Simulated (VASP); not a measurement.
Write the native input for VASP 6.6.1 that does the following.

| Property | Result |
| --- | --- |
| Task | electric field gradients |
| Functional | LDA |
| Potentials or basis | VASP PAW LDA potentials, release 64 (Pb_d, Se) |
| Cutoff | 520 eV |
| k mesh | 8 × 8 × 8 |
| Occupations | gaussian, width 0.05 eV |
| Spin | no spin polarisation |
| Further INCAR settings | ALGO = Normal; EDIFF = 1e-08 |

The structure of PbSe (Clausthalite) lies in POSCAR:

```
PbSe
1.0
    0.0000000000      3.0606500000      3.0606500000
    3.0606500000      0.0000000000      3.0606500000
    3.0606500000      3.0606500000      0.0000000000
Pb Se
1 1
Direct
    0.0000000000      0.0000000000      0.0000000000
    0.5000000000      0.5000000000      0.5000000000
```

The input as run:

INCAR

```
ALGO     = Normal         # electronic algorithm
EDIFF    = 1E-8           # SCF threshold, eV
ENCUT    = 520            # plane-wave cutoff, eV
GGA      = CA             # functional
ISIF     = 2              # what is computed and relaxed
ISMEAR   = 0              # smearing method
LASPH    = T              # aspherical terms in the spheres
LCHARG   = F              # write CHGCAR
LEFG     = T            
LREAL    = F              # projectors in reciprocal space
LWAVE    = F              # write WAVECAR
NELM     = 60             # most SCF steps
PREC     = Accurate       # precision mode
SIGMA    = 0.05           # smearing width, eV
```

KPOINTS

```
k-points
0
Gamma
  8 8 8
```

Potentials or basis: VASP PAW LDA potentials, release 64 (Pb_d, Se).

Launch:

```sh
$ cat potpaw_LDA.64/Pb_d/POTCAR potpaw_LDA.64/Se/POTCAR > POTCAR
$ mpirun -np 1 vasp_std > vasp.out
```

It gave:

```yaml
Pressure: -2.0 GPa
Band_gap_on_the_k_mesh: 0.16 eV, direct
```

Caveat: spin-orbit coupling is left out, which as a rule narrows the gap of such compounds by several tenths of an eV.

It took 14 s on 1 thread of Intel(R) Xeon(R) Platinum 8488C (Sapphire Rapids), on a shared host, peak memory 0.16 GiB.
